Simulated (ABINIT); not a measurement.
A run of ABINIT 10.8.3 (patched build):

The input run.abi:

```
# Pseudopotentials
pp_dirpath "./"
pseudos "Al.upf"

# Structure
acell 3*1.0
rprim
     5.1806957358     0.0000000000     0.0000000000
    -2.5903478679     4.4866141079     0.0000000000
     0.0000000000     0.0000000000     9.2453353984
ntypat 1
znucl 13
natom 2
typat 1 1
xred
     0.3333333300     0.6666666700     0.2500000000
     0.6666666700     0.3333333300     0.7500000000
chkprim 0
chksymtnons 0
tolsym 1.0e-6

# Plane-wave basis
ecut 598.650497 eV

# k points
kptopt 1
ngkpt 8 8 4
nshiftk 1
shiftk 0.0 0.0 0.0

# Exchange and correlation
ixc 7

# Bands and occupations
nband 7
occopt 3
tsmear 0.00183747

# SCF cycle
nstep 100
tolvrs 1.0e-10

# Output
iomode 3
prtwf 0
prteig 0
prtebands 0
enunit 1
prtden 1
prtvha 1
prtvclmb 1
prtpot 1
prtelf 1
```

Potentials or basis: PseudoDojo NC SR LDA v0.4 stringent.

Command:

```bash
$ abinit run.abi > log 2>&1
```

Hardware: 1 thread of Arm Neoverse V1 (shared host).

Question: How long does it take, and how much memory?

Answer: Wall time 4.8 s on 1 thread of Arm Neoverse V1, with other jobs on the host, peak memory 0.09 GiB. Counts: scf iterations 6, mpi ranks 1, k points 30, bands 7, plane waves 1082.
